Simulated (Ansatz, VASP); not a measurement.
## Ti: VASP beside Ansatz

```xyz
1
Lattice="-1.6410 1.6410 1.6410 1.6410 -1.6410 1.6410 1.6410 1.6410 -1.6410" Properties=species:S:1:pos:R:3 pbc="T T T"
Ti    0.0000    0.0000    0.0000
```

This isn't the form of Ti at room conditions, which is hcp.

Alike in both runs: task single point; functional PBEsol; k mesh 13 × 13 × 13; no spin polarisation.

|  | VASP | Ansatz |
| --- | --- | --- |
| version | VASP 6.6.1 | Ansatz 0.2.0 |
| potentials or method | VASP PAW PBE potentials, release 64 (Ti_sv) | plane waves, PAW |
| plane-wave cutoff (eV) | 520 | 420 |
| occupations | methfessel-paxton of order 1, width 0.05 eV | cold, width 0.05 eV |
| valence electrons in the cell | 12 | 12 |

```tsv
	VASP	Ansatz	Ansatz less VASP
pressure (GPa)	-7.0	-6.9	+0.12
```

Caveats: the PAW data sets were made with another functional, which shifts forces and pressure a little (VASP).
